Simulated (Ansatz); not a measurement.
# SnSe: a line through an energy map

How does the energy of SnSe (Fm-3m, No. 225; 8 atoms in the cell) vary with opening across the cut, at slide along a1 + 0 a2 (4.222 Å) = 0.000?

Program: Ansatz 0.2.0. Level of theory: DFT PBE+D3(BJ), scalar-relativistic, plane waves, PAW. These are calculated values, not measurements.

17 further runs of the same task are left out: 17 set aside as unsound or not needed.

### 1 Starting point

It takes space group Fm-3m (No. 225, cubic). Conventional cell: a = 5.972 Å, b = 5.972 Å, c = 5.972 Å, α = 90.00°, β = 90.00°, γ = 90.00°. Around Sn (site symmetry m-3m) lie 6 Se at 2.99 Å. Se (site symmetry m-3m) is surrounded by 6 Sn at 2.99 Å.

Coordinates:

```cif
data_structure
_symmetry_space_group_name_H-M 'Fm-3m'
_symmetry_Int_Tables_number 225
_cell_length_a 5.9717
_cell_length_b 5.9717
_cell_length_c 5.9717
_cell_angle_alpha 90.000
_cell_angle_beta 90.000
_cell_angle_gamma 90.000
_cell_volume 212.96
loop_
_atom_site_label
_atom_site_type_symbol
_atom_site_symmetry_multiplicity
_atom_site_Wyckoff_symbol
_atom_site_fract_x
_atom_site_fract_y
_atom_site_fract_z
_atom_site_occupancy
Sn1 Sn 4 a 0.00000 0.00000 0.00000 1
Se1 Se 4 b 0.50000 0.00000 0.00000 1
```

It goes back to an entry of the Materials Project, which need not be the stable form.

This cell was relaxed beforehand with the same method: volume 26.62 Å³/atom, gap on the mesh 0.40 eV.

### 2 Plan of the line

Rigid slide and opening across a plane, one cut a cell; the plane is (0 0 1) of the conventional cell, and the faces at the cut hold Se/Sn and Se/Sn.

- slide along a1 + 0 a2 (4.222 Å): 12 values from 0.000 to 0.917, periodic
- opening across the cut: 7 values from −0.3 to 3.2 Å

Nothing else is relaxed (rigid halves). Energies count from the perfect crystal. Points are written as (first, second).

### 3 Grid point (0.000, −0.3 Å)

input.yaml reads:

```yaml
crystal:
  lattice:
    - [-4.2224378122, 0.0, 0.0]
    - [0.0, -4.2224378122, 0.0]
    - [0.0, 0.0, 11.6446532111]
  atoms:
    - { symbol: Sn, position: [0.5, 0.0, 0.8975425348] }
    - { symbol: Sn, position: [0.5, 0.0, 0.3846610863] }
    - { symbol: Sn, position: [0.0, 0.5, 0.1282203621] }
    - { symbol: Sn, position: [0.0, 0.5, 0.6411018106] }
    - { symbol: Se, position: [0.5, 0.0, 0.1282203621] }
    - { symbol: Se, position: [0.5, 0.0, 0.6411018106] }
    - { symbol: Se, position: [1.0, 0.5, 0.8975425348] }
    - { symbol: Se, position: [1.0, 0.5, 0.3846610863] }
basis:
  ecutwfc: 340.0
kpoints:
  mp_grid: { grid: [8, 8, 3] }
hamiltonian:
  xc: pbe
  dispersion: d3bj
scf:
  occupations: { method: gaussian, width: 0.03 }
output:
  forces: true
  stress: true
  eigenvalues: true
```

Started as:

```bash
> ansatz run input.yaml --threads 2 --pin off --max-ram 4096MiB --backend cpu --events-out ev --progress --plain --runs-dir out
```

Log (excerpt; [...] marks lines left out):

```text
Warning: basis.ecutwfc = 340 eV is below the records' recommended 420 eV, and the density's cutoff is lower with it unless basis.ecutrho_ratio is high enough to keep the records' density cutoff: compare with a run at a higher cutoff
Warning: RAYON_NUM_THREADS=2 ignored (pool sized by the plan → 2); use --threads N
[...]
Pseudopotentials: kind: paw
Pseudopotential: Sn, paw, valence charge 14, recommended cutoff 420 eV (normal), Sn.paw.azcp
Pseudopotential: Se, paw, valence charge 16, recommended cutoff 420 eV (normal), Se.paw.azcp
Functional definition: PBE
[...]
Crystal: 8 atoms, lattice volume = 207.612 Å³
Basis set: ecut = 340 eV, 2963 PW (Γ), exchange–correlation on 54×54×144 points (8 copies of the dense FFT grid, shifted against one another)
Bands: 72, of which v1, the nominal top of the filled ones, is band 60 counted from 1 (59 counted from 0)
Symmetry: 16 space group operations
Space group: P4/nmm (ITA 129), of the structure as read, at distance tolerance 5.9e-5 Å
k-points: 30 of 192
[...]
SCF iter   1: F=—  HF=-45979.203403 eV  |F-HF|=—  |Δ(HF+E_count)|=         —  Δρ=6.71e-4  dr2=1.75e-3  ethr=1.77e-3  ⟨swp⟩=6.4  Hψ=7941  notcnv=0  defer=5
[...]
SCF iter   7: F=-45979.200985 eV  HF=-45979.200985 eV  |F-HF|=1.93e-8  |Δ(HF+E_count)|=  7.28e-11  Δρ=3.62e-6  dr2=2.81e-8  ethr=8.33e-11  ⟨swp⟩=8.0  Hψ=8909  notcnv=0
[...]
SCF converged after 7 iterations
Free energy (F): -45979.200985 eV
[...]
E sigma→0 (E₀):  -45979.200985 eV
Fermi energy:    10.008585 eV
[...]
--- Forces (eV/Å), atoms counted from 1 ---
  atom   1  Sn     0.00000000     0.00000000    -0.80586092
  atom   2  Sn     0.00000000     0.00000000     0.27159101
  atom   3  Sn    -0.00000000     0.00000000     0.80586092
  atom   4  Sn    -0.00000000     0.00000000    -0.27159101
  atom   5  Se    -0.00000000     0.00000000     0.82909864
  atom   6  Se     0.00000000     0.00000000    -0.22733976
  atom   7  Se     0.00000000     0.00000000    -0.82909864
  atom   8  Se    -0.00000000     0.00000000     0.22733976
[...]
--- Stress (GPa, compression-positive) ---
        0.397563      -0.000000      -0.000000
       -0.000000       0.397563      -0.000000
       -0.000000      -0.000000       5.906725
  P = ⅓ Tr σ = 2.2340 GPa (22.340 kbar)
--- Band table (eV; the first three rows and the last of 30) ---
[...]
```

Wall time 9.7 s (2 threads of Arm Neoverse V2, shared host); peak memory 0.58 GiB.

Energy on the map's scale: 225 mJ/m².

### 4 Grid point (0.000, 0.3 Å)

input.yaml reads:

```yaml
crystal:
  lattice:
    - [-4.2224378122, 0.0, 0.0]
    - [0.0, -4.2224378122, 0.0]
    - [0.0, 0.0, 12.2446532111]
  atoms:
    - { symbol: Sn, position: [0.5, 0.0, 0.8535620715] }
    - { symbol: Sn, position: [0.5, 0.0, 0.3658123164] }
    - { symbol: Sn, position: [0.0, 0.5, 0.1219374388] }
    - { symbol: Sn, position: [0.0, 0.5, 0.6096871939] }
    - { symbol: Se, position: [0.5, 0.0, 0.1219374388] }
    - { symbol: Se, position: [0.5, 0.0, 0.6096871939] }
    - { symbol: Se, position: [1.0, 0.5, 0.8535620715] }
    - { symbol: Se, position: [1.0, 0.5, 0.3658123164] }
basis:
  ecutwfc: 340.0
kpoints:
  mp_grid: { grid: [8, 8, 3] }
hamiltonian:
  xc: pbe
  dispersion: d3bj
scf:
  occupations: { method: gaussian, width: 0.03 }
output:
  forces: true
  stress: true
  eigenvalues: true
```

Started as:

```bash
> ansatz run input.yaml --threads 2 --pin off --max-ram 4096MiB --backend cpu --events-out ev --progress --plain --runs-dir out
```

Log (excerpt; [...] marks lines left out):

```text
[...]
SCF converged after 8 iterations
Free energy (F): -45979.354209 eV
[...]
E sigma→0 (E₀):  -45979.354209 eV
Fermi energy:    9.296178 eV
[...]
--- Forces (eV/Å), atoms counted from 1 ---
  atom   1  Sn     0.00000000     0.00000000     0.13512612
  atom   2  Sn     0.00000000     0.00000000    -0.19090011
  atom   3  Sn     0.00000000     0.00000000    -0.13512612
  atom   4  Sn     0.00000000     0.00000000     0.19090011
  atom   5  Se     0.00000000     0.00000000    -0.12643436
  atom   6  Se     0.00000000     0.00000000     0.17431206
  atom   7  Se     0.00000000     0.00000000     0.12643436
  atom   8  Se     0.00000000     0.00000000    -0.17431206
[...]
--- Stress (GPa, compression-positive) ---
       -0.053003       0.000000       0.000000
        0.000000      -0.053003       0.000000
        0.000000       0.000000      -2.217906
  P = ⅓ Tr σ = -0.7746 GPa (-7.746 kbar)
--- Band table (eV; the first three rows and the last of 30) ---
[...]
```

It took 11 s on 2 threads of Arm Neoverse V2, shared host; peak memory 0.59 GiB.

On the map this point reads 88 mJ/m².

### 5 The run at (0.000, 0.7 Å)

input.yaml reads:

```yaml
crystal:
  lattice:
    - [-4.2224378122, 0.0, 0.0]
    - [0.0, -4.2224378122, 0.0]
    - [0.0, 0.0, 12.6446532111]
  atoms:
    - { symbol: Sn, position: [0.5, 0.0, 0.8265605537] }
    - { symbol: Sn, position: [0.5, 0.0, 0.3542402373] }
    - { symbol: Sn, position: [0.0, 0.5, 0.1180800791] }
    - { symbol: Sn, position: [0.0, 0.5, 0.5904003955] }
    - { symbol: Se, position: [0.5, 0.0, 0.1180800791] }
    - { symbol: Se, position: [0.5, 0.0, 0.5904003955] }
    - { symbol: Se, position: [1.0, 0.5, 0.8265605537] }
    - { symbol: Se, position: [1.0, 0.5, 0.3542402373] }
basis:
  ecutwfc: 340.0
kpoints:
  mp_grid: { grid: [8, 8, 3] }
hamiltonian:
  xc: pbe
  dispersion: d3bj
scf:
  occupations: { method: gaussian, width: 0.03 }
output:
  forces: true
  stress: true
  eigenvalues: true
```

Started as:

```bash
> ansatz run input.yaml --threads 2 --pin off --max-ram 4096MiB --backend cpu --events-out ev --progress --plain --runs-dir out
```

Log (excerpt; [...] marks lines left out):

```text
Warning: basis.ecutwfc = 340 eV is below the records' recommended 420 eV, and the density's cutoff is lower with it unless basis.ecutrho_ratio is high enough to keep the records' density cutoff: compare with a run at a higher cutoff
Warning: RAYON_NUM_THREADS=2 ignored (pool sized by the plan → 2); use --threads N
[...]
[... 4 set-up lines as earlier in the session ...]
[...]
Crystal: 8 atoms, lattice volume = 225.441 Å³
Basis set: ecut = 340 eV, 3207 PW (Γ), exchange–correlation on 54×54×160 points (8 copies of the dense FFT grid, shifted against one another)
Bands: 72, of which v1, the nominal top of the filled ones, is band 60 counted from 1 (59 counted from 0)
[... 1 set-up line as earlier in the session ...]
Space group: P4/nmm (ITA 129), of the structure as read, at distance tolerance 6.1e-5 Å
k-points: 30 of 192
[...]
SCF iter   9: F=-45979.127363 eV  HF=-45979.127363 eV  |F-HF|=8.15e-9  |Δ(HF+E_count)|=   1.97e-8  Δρ=2.41e-6  dr2=1.33e-8  ethr=8.33e-11  ⟨swp⟩=4.3  Hψ=7139  notcnv=0
[...]
SCF converged after 9 iterations
Free energy (F): -45979.127363 eV
[...]
E sigma→0 (E₀):  -45979.127363 eV
Fermi energy:    8.852796 eV
[...]
--- Forces (eV/Å), atoms counted from 1 ---
  atom   1  Sn    -0.00000000     0.00000000     0.04316400
  atom   2  Sn    -0.00000000     0.00000000    -0.32791328
  atom   3  Sn     0.00000000     0.00000000    -0.04316400
  atom   4  Sn     0.00000000     0.00000000     0.32791328
  atom   5  Se     0.00000000     0.00000000    -0.03981980
  atom   6  Se    -0.00000000     0.00000000     0.30063154
  atom   7  Se    -0.00000000     0.00000000     0.03981980
  atom   8  Se     0.00000000     0.00000000    -0.30063154
[...]
--- Stress (GPa, compression-positive) ---
       -0.134949      -0.000000      -0.000000
       -0.000000      -0.134949      -0.000000
       -0.000000      -0.000000      -3.043790
  P = ⅓ Tr σ = -1.1046 GPa (-11.046 kbar)
--- Band table (eV; the first three rows and the last of 30) ---
[...]
```

It took 13 s on 2 threads of Arm Neoverse V2, shared host; peak memory 0.6 GiB.

Energy on the map's scale: 291 mJ/m².

### 6 Grid point (0.000, 1.2 Å)

input.yaml reads:

```yaml
crystal:
  lattice:
    - [-4.2224378122, 0.0, 0.0]
    - [0.0, -4.2224378122, 0.0]
    - [0.0, 0.0, 13.1446532111]
  atoms:
    - { symbol: Sn, position: [0.5, 0.0, 0.7951196119] }
    - { symbol: Sn, position: [0.5, 0.0, 0.340765548] }
    - { symbol: Sn, position: [0.0, 0.5, 0.113588516] }
    - { symbol: Sn, position: [0.0, 0.5, 0.5679425799] }
    - { symbol: Se, position: [0.5, 0.0, 0.113588516] }
    - { symbol: Se, position: [0.5, 0.0, 0.5679425799] }
    - { symbol: Se, position: [1.0, 0.5, 0.7951196119] }
    - { symbol: Se, position: [1.0, 0.5, 0.340765548] }
basis:
  ecutwfc: 340.0
kpoints:
  mp_grid: { grid: [8, 8, 3] }
hamiltonian:
  xc: pbe
  dispersion: d3bj
scf:
  occupations: { method: gaussian, width: 0.03 }
output:
  forces: true
  stress: true
  eigenvalues: true
```

Started as:

```bash
> ansatz run input.yaml --threads 2 --pin off --max-ram 4096MiB --backend cpu --events-out ev --progress --plain --runs-dir out
```

Log (excerpt; [...] marks lines left out):

```text
[...]
SCF converged after 8 iterations
Free energy (F): -45978.897984 eV
[...]
E sigma→0 (E₀):  -45978.897984 eV
Fermi energy:    8.334985 eV
[...]
--- Forces (eV/Å), atoms counted from 1 ---
  atom   1  Sn    -0.00000000     0.00000000    -0.10702329
  atom   2  Sn    -0.00000000     0.00000000    -0.39876912
  atom   3  Sn     0.00000000     0.00000000     0.10702329
  atom   4  Sn     0.00000000     0.00000000     0.39876912
  atom   5  Se     0.00000000     0.00000000     0.08616837
  atom   6  Se    -0.00000000     0.00000000     0.37037728
  atom   7  Se    -0.00000000     0.00000000    -0.08616837
  atom   8  Se     0.00000000     0.00000000    -0.37037728
[...]
--- Stress (GPa, compression-positive) ---
       -0.140653      -0.000000      -0.000000
       -0.000000      -0.140653      -0.000000
       -0.000000      -0.000000      -2.921467
  P = ⅓ Tr σ = -1.0676 GPa (-10.676 kbar)
--- Band table (eV; the first three rows and the last of 30) ---
[...]
```

Wall time 10 s (2 threads of Arm Neoverse V2, shared host); peak memory 0.61 GiB.

On the map this point reads 497 mJ/m².

### 7 The run at (0.000, 2.0 Å)

input.yaml reads:

```yaml
crystal:
  lattice:
    - [-4.2224378122, 0.0, 0.0]
    - [0.0, -4.2224378122, 0.0]
    - [0.0, 0.0, 13.9446532111]
  atoms:
    - { symbol: Sn, position: [0.5, 0.0, 0.7495038709] }
    - { symbol: Sn, position: [0.5, 0.0, 0.3212159447] }
    - { symbol: Sn, position: [0.0, 0.5, 0.1070719816] }
    - { symbol: Sn, position: [0.0, 0.5, 0.5353599078] }
    - { symbol: Se, position: [0.5, 0.0, 0.1070719816] }
    - { symbol: Se, position: [0.5, 0.0, 0.5353599078] }
    - { symbol: Se, position: [1.0, 0.5, 0.7495038709] }
    - { symbol: Se, position: [1.0, 0.5, 0.3212159447] }
basis:
  ecutwfc: 340.0
kpoints:
  mp_grid: { grid: [8, 8, 3] }
hamiltonian:
  xc: pbe
  dispersion: d3bj
scf:
  occupations: { method: gaussian, width: 0.03 }
output:
  forces: true
  stress: true
  eigenvalues: true
```

Started as:

```bash
> ansatz run input.yaml --threads 2 --pin off --max-ram 4096MiB --backend cpu --events-out ev --progress --plain --runs-dir out
```

Log (excerpt; [...] marks lines left out):

```text
Warning: basis.ecutwfc = 340 eV is below the records' recommended 420 eV, and the density's cutoff is lower with it unless basis.ecutrho_ratio is high enough to keep the records' density cutoff: compare with a run at a higher cutoff
Warning: RAYON_NUM_THREADS=2 ignored (pool sized by the plan → 2); use --threads N
[...]
[... 4 set-up lines as earlier in the session ...]
[...]
Crystal: 8 atoms, lattice volume = 248.619 Å³
Basis set: ecut = 340 eV, 3521 PW (Γ), exchange–correlation on 54×54×180 points (8 copies of the dense FFT grid, shifted against one another)
Bands: 72, of which v1, the nominal top of the filled ones, is band 60 counted from 1 (59 counted from 0)
[... 1 set-up line as earlier in the session ...]
Space group: P4/nmm (ITA 129), of the structure as read, at distance tolerance 6.3e-5 Å
k-points: 30 of 192
[...]
SCF iter   8: F=-45978.694005 eV  HF=-45978.694005 eV  |F-HF|=9.30e-8  |Δ(HF+E_count)|=   1.07e-6  Δρ=2.69e-6  dr2=2.14e-8  ethr=8.33e-11  ⟨swp⟩=9.2  Hψ=9478  notcnv=0
[...]
SCF converged after 8 iterations
Free energy (F): -45978.694005 eV
[...]
E sigma→0 (E₀):  -45978.694005 eV
Fermi energy:    7.662150 eV
[...]
--- Forces (eV/Å), atoms counted from 1 ---
  atom   1  Sn    -0.00000000     0.00000000    -0.24903068
  atom   2  Sn    -0.00000000     0.00000000    -0.42864005
  atom   3  Sn     0.00000000     0.00000000     0.24903068
  atom   4  Sn     0.00000000     0.00000000     0.42864005
  atom   5  Se     0.00000000     0.00000000     0.18717780
  atom   6  Se    -0.00000000     0.00000000     0.40966331
  atom   7  Se    -0.00000000     0.00000000    -0.18717780
  atom   8  Se     0.00000000     0.00000000    -0.40966331
[...]
--- Stress (GPa, compression-positive) ---
       -0.125257      -0.000000      -0.000000
       -0.000000      -0.125257      -0.000000
       -0.000000      -0.000000      -2.410864
  P = ⅓ Tr σ = -0.8871 GPa (-8.871 kbar)
--- Band table (eV; the first three rows and the last of 30) ---
[...]
```

Run time: 11 s. Hardware: 2 threads of Arm Neoverse V2, shared host; peak memory 0.64 GiB.

On the map this point reads 681 mJ/m².

### 8 Point (0.000, 3.2 Å)

input.yaml reads:

```yaml
crystal:
  lattice:
    - [-4.2224378122, 0.0, 0.0]
    - [0.0, -4.2224378122, 0.0]
    - [0.0, 0.0, 15.1446532111]
  atoms:
    - { symbol: Sn, position: [0.5, 0.0, 0.6901162684] }
    - { symbol: Sn, position: [0.5, 0.0, 0.295764115] }
    - { symbol: Sn, position: [0.0, 0.5, 0.0985880383] }
    - { symbol: Sn, position: [0.0, 0.5, 0.4929401917] }
    - { symbol: Se, position: [0.5, 0.0, 0.0985880383] }
    - { symbol: Se, position: [0.5, 0.0, 0.4929401917] }
    - { symbol: Se, position: [1.0, 0.5, 0.6901162684] }
    - { symbol: Se, position: [1.0, 0.5, 0.295764115] }
basis:
  ecutwfc: 340.0
kpoints:
  mp_grid: { grid: [8, 8, 3] }
hamiltonian:
  xc: pbe
  dispersion: d3bj
scf:
  occupations: { method: gaussian, width: 0.03 }
output:
  forces: true
  stress: true
  eigenvalues: true
```

Started as:

```bash
> ansatz run input.yaml --threads 2 --pin off --max-ram 4096MiB --backend cpu --events-out ev --progress --plain --runs-dir out
```

Log (excerpt; [...] marks lines left out):

```text
[...]
SCF converged after 8 iterations
Free energy (F): -45978.572491 eV
[...]
E sigma→0 (E₀):  -45978.572491 eV
Fermi energy:    6.790366 eV
[...]
--- Forces (eV/Å), atoms counted from 1 ---
  atom   1  Sn    -0.00000000     0.00000000    -0.31834279
  atom   2  Sn    -0.00000000     0.00000000    -0.43351482
  atom   3  Sn     0.00000000     0.00000000     0.31834279
  atom   4  Sn     0.00000000     0.00000000     0.43351482
  atom   5  Se     0.00000000     0.00000000     0.23364796
  atom   6  Se    -0.00000000     0.00000000     0.42005828
  atom   7  Se    -0.00000000     0.00000000    -0.23364796
  atom   8  Se     0.00000000     0.00000000    -0.42005828
[...]
--- Stress (GPa, compression-positive) ---
       -0.091688      -0.000000      -0.000000
       -0.000000      -0.091688      -0.000000
       -0.000000      -0.000000      -1.938658
  P = ⅓ Tr σ = -0.7073 GPa (-7.073 kbar)
--- Band table (eV; the first three rows and the last of 30) ---
[...]
```

It took 14 s on 2 threads of Arm Neoverse V2, shared host; peak memory 0.68 GiB.

Energy on the map's scale: 790 mJ/m².

### 9 The line in numbers

```
opening across the cut (Å)  step  energy (mJ/m²)  slope (mJ/m² per Å)  pressure (GPa)  band gap on the k-mesh (eV)  largest force on an atom (eV/Å)
                      −0.3     3             225                −1836            2.23                         0.44                             0.83
                       0.0     –               0                  −14            0.13                         0.40                             0.00
                       0.3     4              88                  474           −0.78                         0.43                             0.19
                       0.7     5             291                  491           −1.10                         0.47                             0.33
                       1.2     6             497                  331           −1.07                         0.48                             0.40
                       2.0     7             681                  151           −0.89                         0.56                             0.43
                       3.2     8             790                   52           −0.71                         0.65                             0.43
```

Energies count from the perfect crystal. Rows without a step come from runs not printed here or follow by symmetry. Slopes come from the forces (and the stress, where the cell changes), not from differences of energies.

Along the line the energy is lowest at 0.0 Å, 0 mJ/m² from the zero. The highest point computed, at 3.2 Å, lies 790 mJ/m² above the lowest. This is one cut through a surface in two coordinates; it holds the lowest point sampled, which need not be a minimum. The cutoff or the k-mesh is coarse on purpose, so the map is rough. A rigid map gives upper bounds: relaxing the other coordinates can only lower a point. In some runs cutoff or mesh lie under the advised values, so their numbers carry a basis error.

The gaps are Kohn-Sham values of a semilocal functional, not quasiparticle or optical gaps. Such gaps usually fall short of the measured ones.
